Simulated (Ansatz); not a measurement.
**Crystal structures of chromium under RPBE**

These are results of Ansatz, DFT, RPBE, plane waves (420 eV) with PAW, scalar-relativistic, not measurements. The PAW files were generated under PBE, with cores re-solved for the functional.

Each structure is relaxed within its own symmetry, so a high-lying one may be dynamically unstable.

Task: Rank these structures of chromium by energy per atom, lowest first.
A. simple cubic
B. hcp
C. A15
D. diamond
E. bcc
F. dhcp
G. omega (AlB2-type)

Result: E (0 meV/atom), C (100 meV/atom), G (379 meV/atom), F (423 meV/atom), B (435 meV/atom), A (1012 meV/atom), D (1789 meV/atom).

| structure | ΔE (meV/atom) | V (Å³/atom) | cell | magnetic state |
| --- | --- | --- | --- | --- |
| bcc | 0 | 12.24 | a = 2.904 Å | antiferromagnetic, largest moment 1.41 μB in the atomic sphere |
| A15 | 100 | 11.95 | a = 4.573 Å | non-magnetic |
| omega (AlB2-type) | 379 | 12.11 | a = 4.262 Å, c = 2.309 Å (c/a = 0.542) | spin not included |
| dhcp | 423 | 12.15 | a = 2.514 Å, c = 8.879 Å (c/a = 3.531) | non-magnetic |
| hcp | 435 | 12.18 | a = 2.503 Å, c = 4.489 Å (c/a = 1.794) | non-magnetic |
| simple cubic | 1012 | 14.91 | a = 2.461 Å | antiferromagnetic, largest moment 2.35 μB in the atomic sphere |
| diamond | 1789 | 22.09 | a = 5.612 Å | antiferromagnetic, largest moment 3.00 μB in the atomic sphere |

ΔE counts from bcc.

Differences under about 8 meV lie within the error of the k-point mesh.
